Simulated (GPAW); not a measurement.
# MgS (Niningerite) (Fm-3m) in GPAW: a series of runs

One crystal, MgS (Niningerite), is run at these levels: HSE06, r2SCAN, PBE0; tasks: single point.

Everything below comes from runs of GPAW 26.7.0. Logs are shortened: lines on timing, memory, paths and dates and some standing lists are left out, and cuts for length are marked. The log counts tension as positive stress, the text compression.

### Step 1. The crystal as given

The structure is cubic, space group Fm-3m (No. 225). Conventional cell: a = 5.203 Å, b = 5.203 Å, c = 5.203 Å, α = 90.00°, β = 90.00°, γ = 90.00°. Around S (site symmetry m-3m) lie 6 Mg at 2.60 Å. Around Mg (site symmetry m-3m) lie 6 S at 2.60 Å.

### Step 2. Single point, HSE06

File run.py:

```python
from ase import Atoms
from ase.dft.bandgap import bandgap
from ase.io import write
from ase.parallel import parprint
from gpaw import GPAW, PW

atoms = Atoms(['S', 'Mg'],
              cell=[[0.0, 2.60165, 2.60165],
                    [2.60165, 0.0, 2.60165],
                    [2.60165, 2.60165, 0.0]],
              scaled_positions=[[0.5, 0.5, 0.5],
                                [0.0, 0.0, 0.0]],
              pbc=True)

calc = GPAW(mode=PW(600),
            xc='HSE06',
            kpts={'size': (6, 6, 6), 'gamma': True},
            occupations={'name': 'fermi-dirac', 'width': 0.05},
            nbands=13,
            convergence={'density': 1e-05, 'energy': 1e-05},
            maxiter=60,
            txt='gpaw.txt')
atoms.calc = calc
energy = atoms.get_potential_energy()
forces = atoms.get_forces()
calc.write('gs.gpw')
write('result.traj', atoms)
parprint(f'Energy: {energy:.6f} eV')
parprint('Forces (eV/A):')
parprint(forces.round(4))
parprint('Fermi level:', round(calc.get_fermi_level(), 4), 'eV')
parprint(f'Gap: {bandgap(calc)[0]:.4f} eV, direct: {bandgap(calc, direct=True)[0]:.4f} eV')
```

Potentials or basis: GPAW PAW data sets (gpaw-data 1.2.1), pw.

On the command line:

```
$ OMP_NUM_THREADS=1 mpirun -n 8 gpaw python run.py
```

gpaw.txt:

```text
__  _  _
 | _ |_)|_||  |
 |__||  | ||/\| - 26.7.0

Input parameters:
  mode=PW(ecut=600.0),
  convergence={'density': 1e-05, 'energy': 1e-05},
  kpts=MonkhorstPack(size=(6, 6, 6), gamma=True),
  maxiter=60,
  nbands=13,
  occupations=Occupations(name='fermi-dirac', width=0.05),
  xc=XC(name='HSE06')

Diagonalizing LCAO Hamiltonian
Converting LCAO to pw mode

               S

       Mg

Atoms  # Å, Bohr magnetons
|   | symbol |        x |        y |        z |    initial magnetic moments |
|---|--------|----------|----------|----------|-----------------------------|
| 0 |      S | 2.601650 | 2.601650 | 2.601650 | ( 0.0000,  0.0000,  0.0000) |
| 1 |     Mg | 0.000000 | 0.000000 | 0.000000 | ( 0.0000,  0.0000,  0.0000) |

Unit cell  # Å
| periodic |        x |        y |        z |  lengths |    angles |
|----------|----------|----------|----------|----------|-----------|
|      yes | 0.000000 | 2.601650 | 2.601650 | 3.679289 | 60.000000 |
|      yes | 2.601650 | 0.000000 | 2.601650 | 3.679289 | 60.000000 |
|      yes | 2.601650 | 2.601650 | 0.000000 | 3.679289 | 60.000000 |

Number of symmetries: 48
Symmetry operations  # r_c * U_cc + t_c -> r_c
|    | kind |            matrix            |
|----|------|------------------------------|
|  0 |  σ   |  1, 0, 0,  1, 0,-1,  1,-1, 0 |
|  1 |  C2  |  1, 0, 0,  1,-1, 0,  1, 0,-1 |
|  2 |  E   |  1, 0, 0,  0, 1, 0,  0, 0, 1 |
|  3 |  σ   |  1, 0, 0,  0, 0, 1,  0, 1, 0 |
|  4 |  C4  |  1, 0,-1,  1, 0, 0,  1,-1, 0 |
|  5 |  S6  |  1, 0,-1,  1,-1, 0,  1, 0, 0 |
|  6 |  σ   |  1, 0,-1,  0, 1,-1,  0, 0,-1 |
|  7 |  C3  |  1, 0,-1,  0, 0,-1,  0, 1,-1 |
|  8 |  S6  |  1,-1, 0,  1, 0, 0,  1, 0,-1 |
|  9 |  C4  |  1,-1, 0,  1, 0,-1,  1, 0, 0 |
| 10 |  C3  |  1,-1, 0,  0,-1, 1,  0,-1, 0 |
| 11 |  σ   |  1,-1, 0,  0,-1, 0,  0,-1, 1 |
| 12 |  σ   |  0, 1, 0,  1, 0, 0,  0, 0, 1 |
| 13 |  C4  |  0, 1, 0,  0, 1,-1, -1, 1, 0 |
| 14 |  C3  |  0, 1, 0,  0, 0, 1,  1, 0, 0 |
| 15 |  S6  |  0, 1, 0, -1, 1, 0,  0, 1,-1 |
| 16 |  C2  |  0, 1,-1,  1, 0,-1,  0, 0,-1 |
| 17 |  σ   |  0, 1,-1,  0, 1, 0, -1, 1, 0 |
| 18 |  S4  |  0, 1,-1,  0, 0,-1,  1, 0,-1 |
| 19 |  C4  |  0, 1,-1, -1, 1, 0,  0, 1, 0 |
| 20 |  C3  |  0, 0, 1,  1, 0, 0,  0, 1, 0 |
| 21 |  σ   |  0, 0, 1,  0, 1, 0,  1, 0, 0 |
| 22 |  S6  |  0, 0, 1,  0,-1, 1, -1, 0, 1 |
| 23 |  C4  |  0, 0, 1, -1, 0, 1,  0,-1, 1 |
| 24 |  S4  |  0, 0,-1,  1, 0,-1,  0, 1,-1 |
| 25 |  C3  |  0, 0,-1,  0, 1,-1,  1, 0,-1 |
| 26 |  C2  |  0, 0,-1,  0,-1, 0, -1, 0, 0 |
| 27 |  S6  |  0, 0,-1, -1, 0, 0,  0,-1, 0 |
| 28 |  S4  |  0,-1, 1,  1,-1, 0,  0,-1, 0 |
| 29 |  C4  |  0,-1, 1,  0, 0, 1, -1, 0, 1 |
| 30 |  C2  |  0,-1, 1,  0,-1, 0,  1,-1, 0 |
| 31 |  σ   |  0,-1, 1, -1, 0, 1,  0, 0, 1 |
| 32 |  C3  |  0,-1, 0,  1,-1, 0,  0,-1, 1 |
| 33 |  S6  |  0,-1, 0,  0, 0,-1, -1, 0, 0 |
| 34 |  S4  |  0,-1, 0,  0,-1, 1,  1,-1, 0 |
| 35 |  C2  |  0,-1, 0, -1, 0, 0,  0, 0,-1 |
| 36 |  C2  | -1, 1, 0,  0, 1, 0,  0, 1,-1 |
| 37 |  S6  | -1, 1, 0,  0, 1,-1,  0, 1, 0 |
| 38 |  S4  | -1, 1, 0, -1, 0, 1, -1, 0, 0 |
| 39 |  C3  | -1, 1, 0, -1, 0, 0, -1, 0, 1 |
| 40 |  S6  | -1, 0, 1,  0, 0, 1,  0,-1, 1 |
| 41 |  C2  | -1, 0, 1,  0,-1, 1,  0, 0, 1 |
| 42 |  C3  | -1, 0, 1, -1, 1, 0, -1, 0, 0 |
| 43 |  S4  | -1, 0, 1, -1, 0, 0, -1, 1, 0 |
| 44 |  C2  | -1, 0, 0,  0, 0,-1,  0,-1, 0 |
| 45 |  i   | -1, 0, 0,  0,-1, 0,  0, 0,-1 |
| 46 |  σ   | -1, 0, 0, -1, 1, 0, -1, 0, 1 |
| 47 |  C2  | -1, 0, 0, -1, 0, 1, -1, 1, 0 |

BZ-sampling:
  Number of BZ points: 216
  Number of IBZ points: 16

  Monkhorst-Pack size: [6, 6, 6]
  Monkhorst-Pack shift: [0.08333333333333333, 0.08333333333333333, 0.08333333333333333]

K-points  # in reciprocal-cell coordinates
|     |                                coordinates |     weight |
|-----|--------------------------------------------|------------|
|   0 | (  0.00000000,   0.00000000,   0.00000000) | 0.00462963 |
|   1 | (  0.16666667,   0.16666667,   0.00000000) | 0.02777778 |
|   2 | (  0.16666667,   0.16666667,   0.16666667) | 0.03703704 |
|   3 | (  0.33333333,   0.16666667,   0.16666667) | 0.05555556 |
|   4 | (  0.33333333,   0.33333333,  -0.33333333) | 0.05555556 |
|   5 | (  0.33333333,   0.33333333,   0.00000000) | 0.02777778 |
|   6 | (  0.33333333,   0.33333333,   0.16666667) | 0.11111111 |
|   7 | (  0.33333333,   0.33333333,   0.33333333) | 0.03703704 |
|   8 | (  0.50000000,   0.33333333,  -0.33333333) | 0.11111111 |
|   9 | (  0.50000000,   0.33333333,  -0.16666667) | 0.05555556 |
| ... |                                            |            |
|  15 | (  0.50000000,   0.50000000,   0.50000000) | 0.01851852 |

Plane wave coefficients: 1243
Cutoff: 600.0 eV

Spin-components: 1 (collinear spins)
Bands:           13
Projectors:      10
Spin-degeneracy: 2
Datatype:        complex128

Parallelization:
  kpt:    8
  domain: 1
  band:   1

Density:
  Valence electrons: 16.0
  Components: 1
  Grid points: [21 21 21]
  Charge: 0.0  # |e|

Potential:
  Grid points: [21 21 21]

species:
  S:
    name:    Sulfur
    Z:       16.0
    valence: 6
    core:    10
    charge:  0.0  # [|e|]
    compensation charges:
      type: gauss
      rc: 0.24  # [Å]
      lmax: 2
    cutoffs:
      filter: 1.77  # [Å]
      core: 1.66  # [Å]
    projectors
    | kind |    occ | energy [eV] | rcut [Å] |
    |------|--------|-------------|----------|
    |   3s |  2.000 |     -17.254 |    0.974 |
    |   3p |  4.000 |      -7.008 |    0.979 |
    |    s |        |       9.957 |    0.974 |
    |    p |        |      20.203 |    0.979 |
    |    d |        |       0.000 |    0.900 |

    Using partial waves for S as LCAO basis

  Mg:
    name:    Magnesium
    Z:       12.0
    valence: 10
    core:    2
    charge:  0.0  # [|e|]
    compensation charges:
      type: gauss
      rc: 0.33  # [Å]
      lmax: 2
    cutoffs:
      filter: 1.86  # [Å]
      core: 0.54  # [Å]
    projectors
    | kind |    occ | energy [eV] | rcut [Å] |
    |------|--------|-------------|----------|
    |   2s |  2.000 |     -79.840 |    1.090 |
    |   3s |  2.000 |      -4.705 |    1.090 |
    |   2p |  6.000 |     -46.613 |    1.085 |
    |   3p |  0.000 |      -1.330 |    1.085 |
    |    d |        |       0.000 |    1.037 |

    Using partial waves for Mg as LCAO basis

Reference energy: -16307.264786  # eV

eigensolver:
  PPCG
  Converge bands: occupied
  niter=2

density mixing:
  MSR1-Mixer
  Pratt-step length: 0.05
  Maximum mixing coefficient: 0.75
  Old densities: 10
  SVD Regularization: 0.005
  Good broyden scale: 1.0
  Trust region scale: 1.0
  Backstep threshold: 4.0
  History deletion threshold: 6.0
  Fourier metric: weight=20.0, sigma=0.015

occupation numbers:
  Fermi-Dirac:
    width: 0.0500  # eV

poisson solver:
  ecut: 4800.0  # eV

xc functional:
  name: HYB_GGA_XC_HSE06 with 2 nearest neighbor stencil

convergence criteria:
- Maximum integral of absolute [dens]ity change: 1e-05 electrons / valence electron
- Maximum [total energy] change in last 3 cyles: 1e-05 eV / valence electron
- Maximum integral of absolute [eigenst]ate change: 4e-08 eV^2 / valence electron
maximum number of iterations: 60

IBZ(<points: 16, symmetries: 48>)
Occupied bands: 8
SCF iterations
|iter     | |      energy | eigst |  dens |
|---------|-|-------------|-------|-------|
|iter:   1| | -285.173542 | +0.37 |       |
|iter:   2| |  -16.056410 | -0.74 | -0.89 |
|iter:   3| |  -16.035513 | -1.89 | -1.11 |
|iter:   4| |  -15.906595 | -2.22 | -1.24 |
|iter:   5| |  -15.890185 | -2.14 | -1.44 |
|iter:   6| |  -15.897066 | -3.28 | -1.74 |
|iter:   7| |  -15.891203 | -3.30 | -1.93 |
|iter:   8| |  -15.890884 | -4.80 | -2.28 |
|iter:   9| |  -15.888885 | -4.20 | -2.33 |
|iter:  10| |  -15.887888 | -4.59 | -2.48 |
|iter:  11| |  -15.887731 | -5.01 | -2.85 |
|iter:  12| |  -15.887705 | -5.40 | -3.36 |
|iter:  13| |  -15.887707c| -6.80 | -4.62 |
|iter:  14| |  -15.887708c| -6.75 | -4.38 |
|iter:  15| |  -15.887707c| -6.55 | -4.24 |
|iter:  16| |  -15.887707c| -6.05 | -4.83 |
|iter:  17| |  -15.887707c| -6.89 | -5.42c|
|iter:  18| |  -15.887707c| -7.53c| -5.78c|

Converged in 18 steps
Energy contributions relative to reference atoms: (reference = -16307.264786)

Energy contributions:
  Kinetic:           9.479446
  Coulomb:          -7.675684
  Zero:             -0.002803
  External:          0.000000
  Xc:              256.654681
  Entropy:          -0.000000
  Spinorbit:         0.000000
  Hybrid_Xc_Cc:      -202.713144
  Hybrid_Xc_Vc:        -8.677410
  Hybrid_Xc_Vv:       -62.952794
  ----------------------------
  Free energy:     -15.887707
  Extrapolated:    -15.887707

dipole moment: (-7.437686, -7.437686, -7.437686)  # |e|*Ang

Fermi level: 5.127
Eigenvalues  # (at kpt = [0.000, 0.000, 0.000])
| band index |      eig [eV] | occ [0-2] |
|------------|---------------|-----------|
|          0 |       -75.758 |     2.000 |
|          1 |       -40.694 |     2.000 |
|          2 |       -40.694 |     2.000 |
|          3 |       -40.694 |     2.000 |
|          4 |        -9.946 |     2.000 |
|          5 |         4.006 |     2.000 |
|          6 |         4.006 |     2.000 |
|          7 |         4.006 |     2.000 |
|          8 |         8.861 |     0.000 |
|          9 |        13.142 |     0.000 |
|         10 |        13.142 |     0.000 |
|         11 |        13.142 |     0.000 |
|         12 |        15.685 |     0.000 |

Gap: 3.852 eV
Transition (v -> c):
  (s=0, k=0, n=7, [0.00, 0.00, 0.00]) -> (s=0, k=12, n=8, [0.50, 0.50, 0.00])
Direct/indirect transitions are different
Direct gap: 4.855 eV
Transition at: (s=0, k=0, n=7, [0.00, 0.00, 0.00])

Forces  # eV/Ang
|        x |       y |        z |
|----------|---------|----------|
|  0.00000 | 0.00000 |  0.00000 |  # S    0
| -0.00000 | 0.00000 | -0.00000 |  # Mg   1

# Writing to gs.gpw (mode='')
```

Wall time 46 min (8 MPI ranks of Intel Xeon Platinum 8259CL at 2.50GHz (Skylake/Cascade Lake), shared host); peak memory 0.23 GiB.

What came out:

```yaml
Free_energy: -15.8877 eV
Band_gap_on_the_k_mesh: 3.85 eV, indirect (least direct gap 4.85 eV)
```

Caveat: the PAW data sets were made with another functional, which shifts forces and pressure a little.

(Continued in part 2 of 2.)
